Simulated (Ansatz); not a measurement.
CoO:

```
Co O
1.0
     1.60222    0.92504    2.56647
    -1.60222    0.92504    2.56647
     0.00000   -1.85008    2.56647
Co O
1 1
Direct
  0.99898 0.99898 0.99898
  0.75102 0.75102 0.75102
```

Measurements of this composition are mostly on another form, of space group No. 225.

```yaml
Program: Ansatz 0.2.0
Task: single point
Functional: PBEsol
Potentials_or_basis: Ansatz PAW
Cutoff: "420 eV (not typed: the program's choice for these potentials)"
k_mesh: 10 × 10 × 10
Occupations: fermi-dirac, width 0.05 eV
Spin: collinear spin, ferromagnetic start
Starting_moments: "[2.0, 0.0] μB"
```

On this cell: pressure -7.9 GPa; largest force 0.215 eV/Å; net moment 2.79 μB per cell; site moments Co +2.22; O +0.32 μB; band gap on the k mesh none (metal or under the smearing width).

The same run follows on a disturbed copy (atoms moved at random, drawn with an rms of 0.05 Å):

```
CELL_PARAMETERS angstrom
1.60222 0.92504 2.56647
-1.60222 0.92504 2.56647
0.00000 -1.85008 2.56647
ATOMIC_POSITIONS crystal
Co 0.01272 0.00224 0.98224
O 0.74686 0.76643 0.74039
```

What does the disturbed cell give?

The energy (extrapolated to zero smearing) moves by +1.9 meV/atom; pressure -7.8 GPa; largest force 0.257 eV/Å; net moment 2.78 μB per cell; site moments Co +2.22; O +0.32 μB; band gap on the k mesh none (metal or under the smearing width).

Forces in eV/Å, atoms in the order of the input:
```
Co  -0.151 -0.069  0.196
O    0.151  0.069 -0.196
```

Stress tensor (GPa, compression positive):
```
 -8.74   1.53   1.23
  1.53 -10.01   0.51
  1.23   0.51  -4.74
```

Caveats: a cell with one magnetic atom can't hold antiferromagnetic order, which such compounds often take; semilocal functionals often make such compounds metallic where correlation or magnetic order opens a gap, which also shifts bond lengths; the PAW data sets come from PBE, with cores solved anew for the run's functional, which leaves a small shift of forces and pressure.
